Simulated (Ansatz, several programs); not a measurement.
Ag2O (started from an entry of an open crystallographic database), relaxed with PBE in Ansatz (plane waves, PAW): the symmetry is Pn-3m (No. 224, cubic); a = 4.812 Å in the conventional setting, 18.57 Å³ an atom. Around Ag lie 2 O at 2.08 Å; around O lie 4 Ag at 2.08 Å. The cell was then scaled with its shape and fractional coordinates held. (Simulation; spin polarisation is off.)

| V (Å³/atom) | E (meV/atom) |
| --- | --- |
| 17.458 | 17.24 |
| 18.572 | 0.00 |
| 19.129 | 3.20 |
| 19.687 | 12.51 |

**Question.** Pass a cubic E = c₀ + c₁u + c₂u² + c₃u³, with u = V − 18.712 Å³, through these points.

**Answer.** c₀ = 0.16, c₁ = +2.753, c₂ = 11.434, c₃ = -1.2958 (meV and Å³).

**Question.** Where is the minimum, and what bulk modulus follows?

**Answer.** dE/du = 0 at u = -0.118, so V₀ = 18.59 Å³. B = V₀ d²E/dV² = 18.59 × (2c₂ + 6c₃u) = 18.59 × 23.785 = 442 meV/Å³, and 1 meV/Å³ is 0.16022 GPa: 71 GPa. A third-order Birch-Murnaghan fit to all five points gives 18.60 Å³ and 70 GPa.

**Question.** Predict the energy and the pressure at the withheld volume, 18.015 Å³.

**Answer.** With u = -0.697: E ≈ 4.23 meV and P = −dE/dV ≈ +2.42 GPa. The run gives 4.26 meV and, from its stress, +2.40 GPa.
